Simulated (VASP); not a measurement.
Wanted: the native input for a VASP 6.6.1 run.

- Task: optical spectrum
- Functional: LDA
- Potentials or basis: VASP PAW LDA potentials, release 64 (Sn_d, Te)
- Cutoff: 520 eV
- k mesh: 7 × 7 × 7
- Occupations: gaussian, width 0.02 eV
- Spin: no spin polarisation
- Further INCAR settings: ALGO = Normal; EDIFF = 1e-07; NBANDS = 58

The structure of SnTe lies in POSCAR:

```
SnTe
1.0
    3.7176294700      0.0606418300      0.0361227700
    0.0606418300      3.9808603000     -0.0272293400
    0.0361227700     -0.0272293400      3.9457302400
Sn Te
1 1
Direct
    0.0171919800      0.0103740700      0.9802387500
    0.4828080200      0.4896259300      0.5197612500
```

The cell comes from a database or a generator and needn't be the stable form of this composition.

The cell isn't the ideal one: all atoms moved at random, sigma 0.1 Å a component, cell strained at random, sigma 0.03.

The input as run:

INCAR

```
ALGO = Normal
CSHIFT = 0.1
EDIFF = 1E-7
ENCUT = 520
GGA = CA
ISIF = 2
ISMEAR = 0
LASPH = T
LCHARG = F
LOPTICS = T
LREAL = F
LWAVE = F
NBANDS = 58
NEDOS = 2000
NELM = 100
PREC = Accurate
SIGMA = 0.02
```

KPOINTS

```
k-points
0
Gamma
  7 7 7
```

Potentials or basis: VASP PAW LDA potentials, release 64 (Sn_d, Te).

Launch:

```console
$ cat potpaw_LDA.64/Sn_d/POTCAR potpaw_LDA.64/Te/POTCAR > POTCAR
$ mpirun -np 1 vasp_std > vasp.out
```

It gave:

The pressure is -3.2 GPa, the largest force is 0.109 eV/Å and the band gap on the k mesh is none (metal or under the smearing width).

Caveat: spectra need much finer meshes, so this one isn't converged; independent-particle spectra lack excitons; the intraband (Drude) part of a metal's response may be missing.

Wall time 5.2 min on 1 thread of Intel(R) Xeon(R) Platinum 8488C (Sapphire Rapids), on a shared host, peak memory 0.74 GiB.
